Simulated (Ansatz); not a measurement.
# Eu (hcp type): the cost of one run

Program: Ansatz 0.2.0. Level of theory: DFT PBE, with the methods named in each step. These are calculated values, not measurements.

2 further runs of the same task are left out: 2 that didn't finish. Runs told in other sessions of the task aren't counted.

### Step 1. The structure to begin with

It takes space group P6_3/mmc (No. 194, hexagonal). The conventional cell has a = 3.920 Å, b = 3.920 Å, c = 6.350 Å, α = 90.00°, β = 90.00°, γ = 120.00°. Eu (site symmetry -6m2) has 12 Eu at 3.90 to 3.92 Å in its first shell of neighbours.

As a file:

```
CELL_PARAMETERS angstrom
3.91961 0.00000 0.00000
-1.95981 3.39448 0.00000
0.00000 0.00000 6.34977
ATOMIC_POSITIONS crystal
Eu 0.33333 0.66667 0.25000
Eu 0.66667 0.33333 0.75000
```

Whether this phase is the stable one at these pressures isn't tested.

Atoms are numbered in the order of the input: Eu1, Eu2.

### Step 2. Cell relaxed at zero pressure, PAW

The input, input.yaml:

```yaml
crystal:
  lattice:
    - [3.919610754, 0.0, 0.0]
    - [-1.959805377, 3.3944824859, 0.0]
    - [0.0, 0.0, 6.3497694215]
  atoms:
    - { symbol: Eu, position: [0.3333333333, 0.6666666667, 0.25], spin: 7.0 }
    - { symbol: Eu, position: [0.6666666667, 0.3333333333, 0.75], spin: 7.0 }
magnetization:
  spin_polarized: true
kpoints:
  mp_grid: { grid: [12, 12, 7] }
scf:
  occupations: { method: fermi_dirac, width: 0.1 }
hamiltonian:
  xc: pbe
  pseudopotentials: { kind: paw }
output:
  forces: true
  stress: true
  write_density: true
  write_potential: true
  elf: true
  volumetric_format: npy
relax:
  f_tol: 0.005
  max_steps: 40
  cell: {}
```

Started as:

```sh
$ ansatz run input.yaml --threads 1 --pin off --max-ram 3072MiB --backend cpu --events-out ev --progress --plain --runs-dir out
```

Q: Estimate wall time and peak memory on 1 thread of Arm Neoverse V1, shared host.

About 1.9 min, with a peak of 0.55 GiB.
